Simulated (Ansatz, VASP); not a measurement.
Two plane-wave programs on Mg

File INCAR:

```
  ALGO = Normal
  EDIFF = 1E-7
  ENCUT = 520
  GGA = PE
  ISIF = 2
  ISMEAR = 0
  LASPH = T
  LCHARG = F
  LREAL = F
  LWAVE = F
  NBANDS = 9
  NELM = 100
  PREC = Accurate
  SIGMA = 0.1
```

KPOINTS

```
k-points
0
Gamma
  14 14 14
```

File POSCAR:

```
Mg
1.0
   -3.2228864290      3.2228864290      1.5825724260
    3.2228864290     -3.2228864290      1.5825724260
    3.2228864290      3.2228864290     -1.5825724260
Mg
2
Direct
    0.7500000000      0.2500000000      0.5000000000
    0.0000000000      0.0000000000      0.0000000000
```

Input for Ansatz:

```yaml
crystal:
  lattice:
    - [-3.222886429, 3.222886429, 1.582572426]
    - [3.222886429, -3.222886429, 1.582572426]
    - [3.222886429, 3.222886429, -1.582572426]
  atoms:
    - { symbol: Mg, position: [0.75, 0.25, 0.5] }
    - { symbol: Mg, position: [0.0, 0.0, 0.0] }
basis:
  ecutwfc: 420
kpoints:
  mp_grid: { grid: [14, 14, 14] }
hamiltonian:
  xc: pbe
scf:
  occupations: { method: gaussian, width: 0.1 }
output:
  forces: true
  stress: true
  eigenvalues: true
```

Alike in both runs: task single point; functional PBE; k mesh 14 × 14 × 14; occupations gaussian, width 0.1 eV; no spin polarisation.

```csv
,VASP,Ansatz
version,VASP 6.6.1,Ansatz 0.2.0
potentials or method,"VASP PAW PBE potentials, release 64 (Mg)","scalar-relativistic, plane waves, PAW"
plane-wave cutoff (eV),520,420
valence electrons in the cell,4,20
```

```csv
,VASP,Ansatz,Ansatz less VASP
gap on the k mesh at the Fermi level (eV),none,none,-
pressure (GPa),-3.7,-3.7,+0.05
largest component of the traceless stress (GPa),0.71,0.72,+0.014
```

A gap of «none» marks a metal or a gap that the smearing closes. With one functional, cell and mesh, what is left measures potentials, basis and numerics. The two sets of potentials don't hold the same shells in valence.
